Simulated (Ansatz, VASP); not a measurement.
# Hf2H2CO2 (Hf2C(OH)2 MXene monolayer): VASP beside Ansatz

Wanted: the spread between two codes on one cell, functional and k mesh. The cell is taken from a series of runs on this material, whose earlier steps may have relaxed, scaled, displaced or heated it; both programs get it as it stands.

Method: plane waves, with VASP 6.6.1 beside it; single point at PBE with D3(BJ), in Ansatz 0.2.0.

**1. The starting structure**

The cell holds 7 atoms: 2 H, 2 O, 2 Hf and 1 C. Its edges and angles: a = 3.265 Å, b = 3.265 Å, c = 25.080 Å, α = 90.0°, β = 90.0°, γ = 120.0°. Vacuum lies along c.

**2. VASP: single point, PBE with D3(BJ)**

A single point gives forces, pressure and levels at one fixed geometry, so differences don't come from the geometry; what else differs is listed under the comparison.

Lines of VASP's logs that name or quote its potential files are left out, and so is its time.

File INCAR:

```
SYSTEM = Hf2H2CO2
PREC = Accurate
ENCUT = 520
EDIFF = 1E-06
NELM = 120
ISMEAR = -1
SIGMA = 0.02585
LREAL = .FALSE.
ALGO = Normal
GGA = PE
IVDW = 12
NBANDS = 26
LASPH = .TRUE.
LORBIT = 11
LWAVE = .FALSE.
LCHARG = .FALSE.
ISIF = 2
LDIPOL = .TRUE.
IDIPOL = 3
DIPOL = 0.5 0.5 0.5
LVHAR = .TRUE.
GGA_COMPAT = .FALSE.
NELMDL = -8
KPAR = 2
```

File POSCAR:

```
Hf2H2CO2
1.0
    3.2651840694      0.0000000000      0.0000000000
   -1.6325920347      2.8277323521      0.0000000000
    0.0000000000      0.0000000000     25.0803463234
H O Hf C
2 2 2 1
Direct
    0.3333333333      0.6666666667      0.3588467194
    0.6666666667      0.3333333333      0.6411532806
    0.3333333333      0.6666666667      0.3977400818
    0.6666666667      0.3333333333      0.6022599182
    0.6666666667      0.3333333333      0.4515753749
    0.3333333333      0.6666666667      0.5484246251
    0.0000000000      0.0000000000      0.5000000000
```

File KPOINTS:

```
Automatic mesh
0
Gamma
18 18 1
0 0 0
```

PAW data sets: H, O, Hf_pv and C (PBE family, release 64).

Command:

```
mpirun -np 2 vasp_std
```

Numbers of over 12 decimals in the logs are rounded to 6 here.

The program printed:

```text
[banner, memory and clock lines left out]
running    2 mpi-ranks, on    1 nodes
 distrk:  each k-point on    1 cores,    2 groups
 distr:  one band on    1 cores,    1 groups

 POSCAR found type information on POSCAR H O HfC
 POSCAR found :  4 types and       7 ions
 LDA part: xc-table for (Slater+PW92), standard interpolation
 POSCAR, INCAR and KPOINTS ok, starting setup
 FFT: planning ... GRIDC
 FFT: planning ... GRID_SOFT
 FFT: planning ... GRID
 WAVECAR not read
 entering main loop
       N       E                     dE             d eps       ncg     rms          rms(c)
DAV:   1     0.253494609671E+03    0.25349E+03   -0.19249E+04  2292   0.119E+03
DAV:   2    -0.362556838575E+02   -0.28975E+03   -0.28471E+03  2550   0.294E+02
DAV:   3    -0.647586773022E+02   -0.28503E+02   -0.28326E+02  2286   0.851E+01
DAV:   4    -0.654999924633E+02   -0.74132E+00   -0.73861E+00  2686   0.148E+01
DAV:   5    -0.655145957102E+02   -0.14603E-01   -0.14580E-01  2528   0.197E+00
DAV:   6    -0.655151518938E+02   -0.55618E-03   -0.55597E-03  2670   0.383E-01
DAV:   7    -0.655151725480E+02   -0.20654E-04   -0.20650E-04  2528   0.685E-02
DAV:   8    -0.655151735703E+02   -0.10222E-05   -0.10220E-05  2528   0.154E-02    0.732E+01
DAV:   9    -0.564021276001E+02    0.91130E+01   -0.42784E+01  2224   0.304E+01    0.526E+01
DAV:  10    -0.558356736780E+02    0.56645E+00   -0.38012E+00  2520   0.126E+01    0.107E+01
DAV:  11    -0.557524415899E+02    0.83232E-01   -0.55501E-01  2576   0.412E+00    0.183E+00
DAV:  12    -0.557526987093E+02   -0.25712E-03   -0.53715E-02  2638   0.125E+00    0.114E+00
DAV:  13    -0.557544325112E+02   -0.17338E-02   -0.31140E-02  2502   0.959E-01    0.501E-01
DAV:  14    -0.557521628951E+02    0.22696E-02   -0.93277E-03  2590   0.521E-01    0.140E-01
[...]
DAV:  18    -0.557522876016E+02   -0.62516E-04   -0.14893E-04  2374   0.199E-02    0.148E-02
DAV:  19    -0.557523218352E+02   -0.34234E-04   -0.10740E-04  2142   0.113E-02    0.127E-02
DAV:  20    -0.557523318717E+02   -0.10037E-04   -0.10840E-05  1980   0.545E-03    0.103E-02
DAV:  21    -0.557523409214E+02   -0.90497E-05   -0.10569E-05  1840   0.605E-03    0.497E-03
DAV:  22    -0.557523439516E+02   -0.30302E-05   -0.71905E-07  1854   0.282E-03    0.371E-03
DAV:  23    -0.557523454892E+02   -0.15376E-05   -0.27335E-07  1698   0.144E-03    0.118E-03
DAV:  24    -0.557523471546E+02   -0.16654E-05   -0.58128E-07  1738   0.101E-03    0.536E-04
DAV:  25    -0.557523474200E+02   -0.26542E-06   -0.10940E-07  1642   0.602E-04
   1 F= -.56820375E+02 E0= -.56819258E+02  d E =-.223373E-02
```

OUTCAR, selected parts (step 2):

```text
ion  position               nearest neighbor table
   1  0.333  0.667  0.359-   3 0.98
   2  0.667  0.333  0.641-   4 0.98
   3  0.333  0.667  0.398-   1 0.98   5 2.32   5 2.32   5 2.32
   4  0.667  0.333  0.602-   2 0.98   6 2.32   6 2.32   6 2.32
   5  0.667  0.333  0.452-   7 2.24   7 2.24   7 2.24   3 2.32   3 2.32   3 2.32   6 3.07   6 3.07
                             6 3.07
   6  0.333  0.667  0.548-   7 2.24   7 2.24   7 2.24   4 2.32   4 2.32   4 2.32   5 3.07   5 3.07
                             5 3.07
   7  0.000  0.000  0.500-   5 2.24   6 2.24   6 2.24   5 2.24   5 2.24   6 2.24

  LATTYP: Found a hexagonal cell.
 ALAT       =     3.2651840694
 C/A-ratio  =     7.6811431730

 Subroutine GETGRP returns: Found 12 space group operations
 (whereof 12 operations were pure point group operations)

The static configuration has the point symmetry D_3d.

 Found     37 irreducible k-points:

   k-points           NKPTS =     37   k-points in BZ     NKDIM =     37   number of bands    NBANDS=     26

   dimension x,y,z NGX =    24 NGY =   24 NGZ =  192
   dimension x,y,z NGXF=    48 NGYF=   48 NGZF=  384

   ENCUT  =  520.0 eV  38.22 Ry    6.18 a.u.   6.07  6.07 46.63*2*pi/ulx,y,z

   NELECT =      38.0000    total number of electrons

 k-points in reciprocal lattice and weights: Automatic mesh
   0.00000000  0.00000000  0.00000000       0.003
   0.05555556  0.00000000  0.00000000       0.019
   0.11111111  0.00000000  0.00000000       0.019
   0.16666667  0.00000000  0.00000000       0.019
   0.22222222  0.00000000  0.00000000       0.019
   0.27777778  0.00000000  0.00000000       0.019
   0.33333333  0.00000000  0.00000000       0.019
   0.38888889  0.00000000  0.00000000       0.019
   0.44444444  0.00000000  0.00000000       0.019
[...]
0.33333333  0.27777778  0.00000000       0.037
   0.33333333  0.33333333  0.00000000       0.006

 dipolmoment           0.000000      0.000000      0.000000 electrons x Angstroem

 average (electrostatic) potential at core
       1 -42.0429       2 -42.0429       3 -77.9358       4 -77.9358       5 -42.6349
       6 -42.6349       7 -54.1807

 E-fermi :   0.3196

 k-point     1 :       0.0000    0.0000    0.0000
  band No.  band energies     occupation
    ...
     16      -4.8607      2.00000
     17      -2.6331      2.00000
     18      -2.6331      2.00000
     19       0.0247      1.99998
     20       0.1736      1.99297
     21       0.7441      0.00000
     22       0.7441      0.00000
     23       0.7596      0.00000
     24       2.0564      0.00000
     25       2.1673      0.00000
    ...

 k-point     2 :       0.0556    0.0000    0.0000
  band No.  band energies     occupation
    ...
     16      -4.7280      2.00000
     17      -2.7931      2.00000
     18      -2.6613      2.00000
     19       0.0911      1.99971
     20       0.2108      1.97071
     21       0.5738      0.00011
     22       0.8236      0.00000
     23       0.8342      0.00000
     24       2.1910      0.00000
     25       2.2280      0.00000
    ...

 k-point     3 :       0.1111    0.0000    0.0000
  band No.  band energies     occupation
    ...
     17      -3.1862      2.00000
     18      -2.7304      2.00000
     19       0.1882      1.98768
     20       0.2580      1.83133
     21       0.3311      0.78093
     22       1.0396      0.00000
     23       1.0532      0.00000
     24       2.3982      0.00000
     25       2.4417      0.00000
     26       2.9757      0.00000

 Edisp (eV)   -1.06803

  Total      -0.71868    -0.71868    -0.52692    -0.00000    -0.00000     0.00000
  in kB      -4.97241    -4.97241    -3.64567    -0.00000    -0.00000     0.00000
  external pressure =       -4.53 kB  Pullay stress =        0.00 kB

  energy-cutoff  :      520.00
  volume of cell :      231.57
      direct lattice vectors                 reciprocal lattice vectors
     3.265184069  0.000000000  0.000000000     0.306261448  0.176820129  0.000000000
    -1.632592035  2.827732352  0.000000000     0.000000000  0.353640259  0.000000000
     0.000000000  0.000000000 25.080346323     0.000000000  0.000000000  0.039871858

 POSITION                                       TOTAL-FORCE (eV/Angst)
 -----------------------------------------------------------------------------------
     -0.00000      1.88515      9.00000        -0.000000      0.000000     -0.089627
      1.63259      0.94258     16.08035         0.000000      0.000000      0.089627
     -0.00000      1.88515      9.97546         0.000000     -0.000000      0.209020
      1.63259      0.94258     15.10489         0.000000      0.000000     -0.209020
      1.63259      0.94258     11.32567         0.000000      0.000000      0.000075
     -0.00000      1.88515     13.75468        -0.000000      0.000000     -0.000075
      0.00000      0.00000     12.54017        -0.000000      0.000000      0.000000
 -----------------------------------------------------------------------------------
    total drift:                               -0.000000      0.000000      0.000000

  FREE ENERGIE OF THE ION-ELECTRON SYSTEM (eV)
  ---------------------------------------------------
  free  energy   TOTEN  =       -56.8203746185 eV

  energy  without entropy=      -56.8181408851  energy(sigma->0) =      -56.81925775

 vacuum level on the upper side and lower side of the slab         2.676         2.676

 total charge
# of ion       s       p       d       tot
------------------------------------------
    1        0.611   0.121   0.000   0.732
    2        0.611   0.121   0.000   0.732
    3        1.550   3.575   0.000   5.125
    4        1.550   3.575   0.000   5.125
    5        0.299   6.530   1.710   8.539
    6        0.299   6.530   1.710   8.539
    7        0.867   1.593   0.000   2.459
--------------------------------------------------
tot          5.786  22.046   3.419  31.251

[... 3 further parts left out ...]
```

**3. Ansatz: single point, PBE with D3(BJ)**

Ansatz runs on its default PAW (the set named soft_2) files.

The same cell, functional, mesh and smearing now go to Ansatz, which takes its cutoff from its data sets.

File input.yaml:

```yaml
crystal:
  lattice:
    - [3.2651840694, 0.0, 0.0]
    - [-1.6325920347, 2.8277323521, 0.0]
    - [0.0, 0.0, 25.0803463234]
  atoms:
    - { symbol: H, position: [0.3333333333, 0.6666666667, 0.3588467194] }
    - { symbol: O, position: [0.3333333333, 0.6666666667, 0.3977400818] }
    - { symbol: Hf, position: [0.6666666667, 0.3333333333, 0.4515753749] }
    - { symbol: C, position: [0.0, 0.0, 0.5] }
    - { symbol: Hf, position: [0.3333333333, 0.6666666667, 0.5484246251] }
    - { symbol: O, position: [0.6666666667, 0.3333333333, 0.6022599182] }
    - { symbol: H, position: [0.6666666667, 0.3333333333, 0.6411532806] }
kpoints:
  mp_grid: { grid: [18, 18, 1] }
  band_path:
    path: [[0, 0, 0], [0.5, 0, 0], [0.33333333, 0.33333333, 0], [0, 0, 0]]
    npoints: 16
hamiltonian:
  xc: pbe
  dispersion: d3bj
scf:
  occupations: { method: fermi_dirac, width: 0.02585 }
  convergence: { dr2_threshold: 1.0e-10 }
efield:
  axis: 3
  dipole_correction: true
  ramp_position: 0.97
  ramp_width: 0.06
  amplitude: 0
output:
  dos: { projected: true, e_range: [-6, 5] }
  write_potential: true
  write_density: true
  volumetric_format: npy
  elf: true
```

Command:

```
ansatz run input.yaml --threads 2 --pin off --max-ram 3072MiB --backend cpu --events-out ev --progress --plain --runs-dir out
```

The program printed:

```text
Engine: ansatz 0.2.0, x86_64-unknown-linux-gnu
Pseudopotentials: kind: paw
Pseudopotential: H, paw, valence charge 1, recommended cutoff 420 eV (normal), H.paw.azcp
Pseudopotential: O, paw, valence charge 6, recommended cutoff 420 eV (normal), O.paw.azcp
Pseudopotential: Hf, paw, valence charge 26, recommended cutoff 420 eV (normal), Hf.paw.azcp
Pseudopotential: C, paw, valence charge 4, recommended cutoff 420 eV (normal), C.paw.azcp
Functional definition: PBE
  parameter kappa = 0.804
  parameter beta = 0.066725
  exchange = pbe_x(kappa = kappa, mu = beta*pi^2/3)
  correlation = pbe_c(beta = beta)
Crystal: 7 atoms, lattice volume = 231.569 Å³
Basis set: ecut = 420 eV, 4619 PW (Γ)
Bands: 42, of which v1, the nominal top of the filled ones, is band 35 counted from 1 (34 counted from 0)
Symmetry: 6 space group operations
k-points: 37 of 324 (time reversal used)
Non-local potential: H, projectors of the file, l = 0: 2, l = 1: 1
Non-local potential: O, projectors of the file, l = 0: 2, l = 1: 2, l = 2: 1
Non-local potential: Hf, projectors of the file, l = 0: 3, l = 1: 2, l = 2: 2, l = 3: 3
Non-local potential: C, projectors of the file, l = 0: 2, l = 1: 2, l = 2: 1
PAW form: soft (Blöchl's): semilocal exchange-correlation on the pseudo side does not see the compensation charge
PAW one-centre angular grid: H, 110 points (default); XC on 64 Gauss nodes
PAW one-centre angular grid: O, 110 points (default); XC on 64 Gauss nodes
PAW one-centre angular grid: Hf, 590 points (default); XC on 64 Gauss nodes
PAW one-centre angular grid: C, 110 points (default); XC on 64 Gauss nodes
Initial density: superposition of atomic densities (neutral atoms: chi_scale 0, normalization atom), corrected by the library's trained network
Initial wavefunctions: pseudopotential atomic-orbital guess
Functional: x = pbe(κ = 0.804, μ = 0.219515), c = pbe(β = 0.066725)
SCF iter   1: F=—  HF=-32866.147309 eV  |F-HF|=—  |Δ(HF+E_count)|=         —  Δρ=4.49e-3  dr2=1.27e-1  ethr=1.77e-3  p=0.000 e·Å  D=2.09e-13 V/Å  ΔV_dip=-0.00 eV  dr2_dipole=6.09e-8  V_vac-E_F(+/−)=1.64/1.64 eV  ⟨swp⟩=6.4  Hψ=6386  notcnv=0  defer=1
efield: sawtooth ramp at fractional position 0.9700 (set: `efield.ramp_position`, or a place that a band, a saddle search or an elastic batch's reference lends), width 0.0600; the density the first Hamiltonian is built on has a dipole p = 0.000 e·Å; the dipole correction subtracts the counter field D = 2.09e-13 V/Å, which shifts the + side's vacuum level by -0.00 eV against the − side's; the planar-averaged density in the ramp window peaks in size at 2.0e-5 e/Å³
preconditioner: auto → LDOS  [insulator: Δε(μ)=0.077 eV  Ē_g=16.856 eV  σ=0.026 eV  W_gap=0.63  n_scr=22 (ndim 8)  ℏωp=19.8 eV  f_vac=0.676  D(μ)=0.88/eV (n_scr^D=6)  ε∞_Penn≈2.4  β→1.0]
SCF iter   2: F=—  HF=-32866.181486 eV  |F-HF|=—  |Δ(HF+E_count)|=   3.42e-2  Δρ=7.27e-3  dr2=2.09e-1  ethr=1.81e-4  p=-0.000 e·Å  D=-3.68e-5 V/Å  ΔV_dip=0.00 eV  dr2_dipole=3.69e-7  V_vac-E_F(+/−)=1.94/1.94 eV  ⟨swp⟩=3.9  Hψ=3391  notcnv=0  defer=59
SCF iter   3: F=—  HF=-32866.136070 eV  |F-HF|=—  |Δ(HF+E_count)|=   4.54e-2  Δρ=2.11e-3  dr2=1.89e-2  ethr=1.81e-4  p=-0.000 e·Å  D=-8.35e-6 V/Å  ΔV_dip=0.00 eV  dr2_dipole=4.75e-8  V_vac-E_F(+/−)=1.93/1.93 eV  ⟨swp⟩=3.0  Hψ=2377  notcnv=0  defer=59
SCF iter   4: F=—  HF=-32866.133599 eV  |F-HF|=—  |Δ(HF+E_count)|=   2.47e-3  Δρ=6.72e-4  dr2=6.32e-3  ethr=2.70e-5  p=0.000 e·Å  D=7.17e-6 V/Å  ΔV_dip=-0.00 eV  dr2_dipole=3.50e-12  V_vac-E_F(+/−)=2.06/2.06 eV  ⟨swp⟩=2.8  Hψ=2399  notcnv=0  defer=59
SCF iter   5: F=—  HF=-32866.133277 eV  |F-HF|=—  |Δ(HF+E_count)|=   3.22e-4  Δρ=4.29e-4  dr2=1.38e-3  ethr=9.03e-6  p=0.000 e·Å  D=9.47e-6 V/Å  ΔV_dip=-0.00 eV  dr2_dipole=7.19e-9  V_vac-E_F(+/−)=2.20/2.20 eV  ⟨swp⟩=2.4  Hψ=2201  notcnv=0  defer=58
SCF iter   6: F=—  HF=-32866.133303 eV  |F-HF|=—  |Δ(HF+E_count)|=   2.51e-5  Δρ=2.54e-4  dr2=1.53e-4  ethr=1.98e-6  p=0.000 e·Å  D=7.15e-6 V/Å  ΔV_dip=-0.00 eV  dr2_dipole=1.39e-9  V_vac-E_F(+/−)=2.30/2.30 eV  ⟨swp⟩=2.2  Hψ=2159  notcnv=0  defer=56
SCF iter   7: F=—  HF=-32866.133371 eV  |F-HF|=—  |Δ(HF+E_count)|=   6.89e-5  Δρ=5.43e-5  dr2=8.97e-6  ethr=2.19e-7  p=0.000 e·Å  D=3.87e-6 V/Å  ΔV_dip=-0.00 eV  dr2_dipole=5.33e-13  V_vac-E_F(+/−)=2.34/2.34 eV  ⟨swp⟩=2.3  Hψ=2672  notcnv=0  defer=56
SCF iter   8: F=—  HF=-32866.133378 eV  |F-HF|=—  |Δ(HF+E_count)|=   6.27e-6  Δρ=1.52e-5  dr2=2.23e-6  ethr=1.28e-8  p=0.000 e·Å  D=2.96e-6 V/Å  ΔV_dip=-0.00 eV  dr2_dipole=5.76e-10  V_vac-E_F(+/−)=2.34/2.34 eV  ⟨swp⟩=2.2  Hψ=2736  notcnv=0  defer=56
SCF iter   9: F=—  HF=-32866.133272 eV  |F-HF|=—  |Δ(HF+E_count)|=   1.06e-4  Δρ=7.37e-6  dr2=4.29e-7  ethr=3.19e-9  p=0.000 e·Å  D=1.96e-6 V/Å  ΔV_dip=-0.00 eV  dr2_dipole=2.41e-10  V_vac-E_F(+/−)=2.34/2.34 eV  ⟨swp⟩=3.0  Hψ=2957  notcnv=0  defer=56
SCF iter  10: F=—  HF=-32866.133273 eV  |F-HF|=—  |Δ(HF+E_count)|=   1.20e-6  Δρ=3.21e-6  dr2=7.21e-8  ethr=6.13e-10  p=0.000 e·Å  D=1.08e-6 V/Å  ΔV_dip=-0.00 eV  dr2_dipole=4.06e-9  V_vac-E_F(+/−)=2.34/2.34 eV  ⟨swp⟩=2.4  Hψ=2511  notcnv=0  defer=56
SCF iter  11: F=—  HF=-32866.133273 eV  |F-HF|=—  |Δ(HF+E_count)|=   5.14e-8  Δρ=1.88e-6  dr2=4.71e-8  ethr=1.03e-10  p=0.000 e·Å  D=5.20e-7 V/Å  ΔV_dip=-0.00 eV  dr2_dipole=2.88e-9  V_vac-E_F(+/−)=2.35/2.35 eV  ⟨swp⟩=2.3  Hψ=2777  notcnv=0  defer=56
SCF iter  12: F=—  HF=-32866.133273 eV  |F-HF|=—  |Δ(HF+E_count)|=   1.13e-8  Δρ=7.17e-7  dr2=3.85e-9  ethr=6.73e-11  p=0.000 e·Å  D=4.02e-7 V/Å  ΔV_dip=-0.00 eV  dr2_dipole=4.29e-10  V_vac-E_F(+/−)=2.35/2.35 eV  ⟨swp⟩=3.3  Hψ=2983  notcnv=0  defer=56
SCF iter  13: F=—  HF=-32866.133273 eV  |F-HF|=—  |Δ(HF+E_count)|=   2.07e-9  Δρ=4.01e-7  dr2=5.45e-10  ethr=5.49e-12  p=0.000 e·Å  D=2.82e-7 V/Å  ΔV_dip=-0.00 eV  dr2_dipole=1.44e-11  V_vac-E_F(+/−)=2.35/2.35 eV  ⟨swp⟩=2.1  Hψ=2505  notcnv=0  defer=56
SCF iter  14: F=-32866.133273 eV  HF=-32866.133273 eV  |F-HF|=2.33e-10  |Δ(HF+E_count)|=   2.73e-9  Δρ=1.34e-7  dr2=7.71e-11  ethr=1.00e-12  p=0.000 e·Å  D=1.86e-7 V/Å  ΔV_dip=-0.00 eV  dr2_dipole=4.86e-14  V_vac-E_F(+/−)=2.35/2.35 eV  ⟨swp⟩=10.3  Hψ=5365  notcnv=0
SCF 1 converged in 14 iterations: F = -32866.133273 eV  dr2 = 7.71e-11
  greatest PAW one-centre occupation: 0.998 electrons in one spin orbital (limit 2), on the Hf atom at site 4 (counted from 0), in its partial waves of l = 0
NSCF: frozen V_eff on 49 k-points
efield: sawtooth ramp at fractional position 0.9700 (kept from the solve that this one continues, or follows in the run), width 0.0600; the density the first Hamiltonian is built on has a dipole p = 0.000 e·Å; the dipole correction subtracts the counter field D = 1.86e-7 V/Å, which shifts the + side's vacuum level by -0.00 eV against the − side's; the planar-averaged density in the ramp window peaks in size at 4.6e-6 e/Å³
WARN: The output density's exchange-correlation potential varies sharply where the density is thin. Do not read a vacuum level from v_tot or v_xc, or from such a field of the output density. On a cell that repeats whose density bears no net charge and no dipole along the vacuum's axis use v_es (v_loc + v_h of the components); under efield.dipole_correction with no amplitude use v_es + v_field, which holds any externa [...]
SCF converged after 14 iterations
Free energy (F): -32866.133273 eV
Harris-Foulkes:  -32866.133273 eV  (|F-HF|=2.33e-10)
Internal energy: -32866.130903 eV  (E = F + TS)
E sigma→0 (E₀):  -32866.132088 eV
Entropy (-TS):   -0.002370 eV (-0.339 meV/atom)
Fermi energy:    3.538662 eV
Dipole field:    D = 0.000000 V/Å  (p = 0.000001 e·Å, saw-weighted, corrected)
Work function:   Φ+ = 2.3452 eV   Φ− = 2.3452 eV
Levels:          The Fermi level and band energies are counted from a zero that moves with the ramp; work functions are not
--- Per-component energies (eV) ---
  E_band       = -955.597793
  E_kinetic    = 1317.303331
  E_local      = -130595.244944  (includes V_loc(G=0)·N_el)
  E_nonlocal   = -2361.275415
  E_hartree    = 64360.544451
  E_xc         = -814.413423
  E_vxc        = -804.691199  (∫ρ·V_xc dr)
  E_paw        = -14271.903298  (= ΣΔE_a)
  E_vpaw       = 2767.220356  (= ΣTr[D̂ρ^β])
  E_aug_tail   = 0.002523  (compensation charges beyond the density's cutoff)
  E_efield     = 0.000000  (sawtooth field / dipole correction)
  E_vefield    = 0.000000  (∫n·V_field dr)
  E_ewald      = 49499.924789
  E_disp       = -1.068916  (pairwise vdW)
  E_smearing   = -0.002370  (= −TS)
  E_closure    = 0.000000  (closes the sum)
  Σ components = -32866.133273   (vs F -32866.133273, Δ=0.00e0)
--- Band table (eV; the first three rows and the last of 37) ---
  k-point 0: bands = [... 31 lower, -1.6204, 0.6077, 0.6077, 3.2455, 3.3965, 3.9387, 3.9387, 3.9644, ... 3 higher]
  k-point 1: bands = [... 31 lower, -1.4918, 0.4460, 0.5778, 3.3111, 3.4334, 3.7731, 4.0191, 4.0397, ... 3 higher]
  k-point 2: bands = [... 31 lower, -1.2653, 0.0476, 0.5039, 3.3921, 3.4769, 3.5529, 4.2486, 4.2508, ... 3 higher]
  k-point 36: bands = [... 31 lower, -1.0189, -1.0189, -0.1120, 4.4767, 4.8241, 4.8241, 6.8732, 6.8732, ... 3 higher]
```

Reading the cycles: dr2 is the Hartree energy of the density residual (eV), the measure of convergence; HF is the Harris–Foulkes estimate of the energy, which meets the free energy F at convergence.

**4. Comparison**

Known differences besides the potentials themselves: the data sets hold 70 valence electrons in Ansatz (on its default PAW (the set named soft_2) files) and 38 in VASP; the cutoff is 420 eV in Ansatz and 520 eV in VASP. Total energies have different zeros and are not compared.

Compared:

| quantity | Ansatz | VASP | difference |
| --- | --- | --- | --- |
| work function, lower of the two faces (eV) | 2.35 | 2.36 | -0.01 |
| work function, higher of the two faces (eV) | 2.35 | 2.36 | -0.01 |

With vacuum in the cell, a pressure given here is an average over mostly empty space and none of the material.

**5. Summary of results**

```json
{
  "difference in work function, lower of the two faces (single point, PBE with D3(BJ))": "-0.011 eV"
}
```

The difference in work function, lower of the two faces is -0.011 eV (single point, PBE with D3(BJ)). The data sets hold unlike numbers of valence electrons (70 in Ansatz and 38 in VASP), so part of the differences comes from the potentials. How closely two codes agree says nothing of how well the functional describes the real material.

[Lines on the potential files, build, host, timing and source positions are cut from VASP's logs without a mark.]

[Logs are printed without paths, hosts, clocks, repeated set-up lines and the standing remarks that a program may print on its own settings, such as how far it seeks lower states.]

[Hosts, paths, dates, database ids (printed as entryN), source tags and the programs' standing remarks are cut or masked in the printed files.]
